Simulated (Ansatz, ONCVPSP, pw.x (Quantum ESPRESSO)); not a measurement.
What a changed setting does to a pw.x run (bcc Hf)

Potential: optimised norm-conserving Vanderbilt (ONCV), ONCVPSP 4.0.1.1 (patched build), PBE; core [Kr] 4d10 4f14, reference 5s2 5p6 5d2 6s2; waves: 5s+6s: rc 1.75 bohr, ncon 4, nbas 9, qcut 9.1 1/bohr, 3 projectors, debl 2.2 Ha; 5p: rc 2.15 bohr, ncon 5, nbas 9, qcut 6.4 1/bohr, 1 projector; 5d: rc 3.00 bohr, ncon 3, nbas 8, qcut 4.2 1/bohr, 2 projectors, debl 2.8 Ha; local part: polynomial inside 1.30 bohr (lpopt 5, dvloc0 2 Ha); core correction: polynomial model core, fcfact 0.65.

The reference run (k-mesh 13³, cutoffs 65/260 Ry, Fermi–Dirac 0.01 Ry, mixing_beta 0.4, conv_thr 1e-9, no spin) gives -0.72 GPa at 22.374 Å³/atom, where all-electron LAPW gives 0.21 GPa. This run, with its own iteration cap, changes k-mesh points per axis to 3.

```
&control
  calculation='scf', prefix='x', pseudo_dir='./', outdir='./tmp', tstress=.true., disk_io='none'
/
&system
  ibrav=0, nat=1, ntyp=1, ecutwfc=65, ecutrho=260, nbnd=14,
  occupations='smearing', smearing='fd', degauss=0.01
/
&electrons
  conv_thr=1e-09, mixing_beta=0.4, electron_maxstep=60
/
ATOMIC_SPECIES
Hf 1.0 Hf.UPF
CELL_PARAMETERS angstrom
  -1.77512067 1.77512067 1.77512067
  1.77512067 -1.77512067 1.77512067
  1.77512067 1.77512067 -1.77512067
ATOMIC_POSITIONS crystal
Hf 0.0000 0.0000 0.0000
K_POINTS automatic
3 3 3 0 0 0
```

```bash
pw.x < Hf.scf.in > Hf.scf.out
```

Problem. How does the run end?

Solution. It converges in 6 iterations; the free energy moves by -22.2 meV/atom and the pressure by +0.05 GPa.

```
Message from routine setup:
     using ibrav=0 with symmetry is DISCOURAGED, use correct ibrav instead
     lattice parameter (alat)  =       5.8102  a.u.
     unit-cell volume          =     150.9872 (a.u.)^3
     number of electrons       =        12.00
     number of Kohn-Sham states=           14
     kinetic-energy cutoff     =      65.0000  Ry
     charge density cutoff     =     260.0000  Ry
     scf convergence threshold =      1.0E-09
     Exchange-correlation= PBE
     number of k points=     4  Fermi-Dirac smearing, width (Ry)=  0.0100
     iteration #  1     ecut=    65.00 Ry     beta= 0.40
     total energy              =    -129.12819047 Ry
     estimated scf accuracy    <       0.01625225 Ry
     iteration #  2     ecut=    65.00 Ry     beta= 0.40
     total energy              =    -129.12766921 Ry
     estimated scf accuracy    <       0.00346667 Ry
     iteration #  3     ecut=    65.00 Ry     beta= 0.40
     total energy              =    -129.12801674 Ry
     estimated scf accuracy    <       0.00010414 Ry
     iteration #  4     ecut=    65.00 Ry     beta= 0.40
     total energy              =    -129.12802654 Ry
     estimated scf accuracy    <       0.00000081 Ry
     iteration #  5     ecut=    65.00 Ry     beta= 0.40
     total energy              =    -129.12802699 Ry
     estimated scf accuracy    <       0.00000030 Ry
     iteration #  6     ecut=    65.00 Ry     beta= 0.40
     the Fermi energy is    14.1957 ev
!    total energy              =    -129.12802704 Ry
     estimated scf accuracy    <          2.7E-10 Ry
     smearing contrib. (-TS)   =      -0.00981365 Ry
     The total energy is F=E-TS. E is the sum of the following terms:
     one-electron contribution =     -19.08188000 Ry
     hartree contribution      =      13.96784691 Ry
     xc contribution           =     -45.89255690 Ry
     ewald contribution        =     -78.11162341 Ry
     convergence has been achieved in   6 iterations
          total   stress  (Ry/bohr**3)                   (kbar)     P=       -6.66
     Message from routine punch:
     Nothing written, as per user request (disk_io='none')
```

The run took about 1.7 s on one core of a shared host (Neoverse-N1, 64 threads, 124 GiB, load 60).
